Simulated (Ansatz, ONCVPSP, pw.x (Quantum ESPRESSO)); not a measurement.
**Which P potential is closest to all-electron in the fcc crystal?**

All use PBE, scalar-relativistic, no spin, cutoffs from each file’s atomic test, pw.x 7.5; 14³ k-points, Fermi–Dirac smearing 0.01 Ry. Δ is the rms difference from all-electron LAPW of the E(V) curves that follow from fits to the pressures, over ±6 % in volume. Mesh and smearing are coarse and serve the comparison alone. The files are a selection: those with a ghost or negative overlap were mostly not run, and those with noisy or unconverged pressures or nearly equal Δ are left out.

All-electron: a0 = 3.878 Å (V0 = 14.58 Å³/atom), B0 = 88.9 GPa.

Rank them by Δ, smallest first.
A. optimised norm-conserving Vanderbilt (ONCV), ONCVPSP 4.0.1.1 (patched build), PBE; core [Ne], reference 3s2 3p3; waves: 3s: rc 1.50 bohr, ncon 4, nbas 7, qcut 4.6 1/bohr, 3 projectors, debl 1.6 Ha; 3p: rc 1.70 bohr, ncon 4, nbas 8, qcut 3.8 1/bohr, 2 projectors, debl 1.5 Ha; d scattering state at 0.02 Ha: rc 1.35 bohr, ncon 3, nbas 7, qcut 6.2 1/bohr, 3 projectors, debl 2.3 Ha; local part: polynomial inside 1.35 bohr (lpopt 5, dvloc0 4 Ha); core correction: Teter function, fcfact 5.75, rcfact 1.75.
B. optimised norm-conserving Vanderbilt (ONCV), ONCVPSP 4.0.1.1 (patched build), PBE; core [Ne], reference 3s2 3p3; waves: 3s: rc 1.50 bohr, ncon 5, nbas 8, qcut 4 1/bohr, 1 projector; 3p: rc 1.40 bohr, ncon 4, nbas 7, qcut 7.1 1/bohr, 2 projectors, debl 2.3 Ha; d scattering state at 0.04 Ha: rc 1.20 bohr, ncon 4, nbas 9, qcut 6.9 1/bohr, 2 projectors, debl 0.6 Ha; local part: polynomial inside 0.90 bohr (lpopt 5, dvloc0 0 Ha); core correction: Teter function, fcfact 5, rcfact 1.65.
C. optimised norm-conserving Vanderbilt (ONCV), ONCVPSP 4.0.1.1 (patched build), PBE; core [Ne], reference 3s2 3p3; waves: 3s: rc 1.55 bohr, ncon 3, nbas 6, qcut 4.3 1/bohr, 2 projectors, debl 3.9 Ha; 3p: rc 1.55 bohr, ncon 4, nbas 8, qcut 5.7 1/bohr, local; d scattering state at 0.26 Ha: rc 2.20 bohr, ncon 5, nbas 9, qcut 4.6 1/bohr, 2 projectors, debl 3.7 Ha; local part: the p channel; core correction: Teter function, fcfact 5.5, rcfact 1.6.

C (1.1 meV/atom), A (3.2 meV/atom), B (6.2 meV/atom).
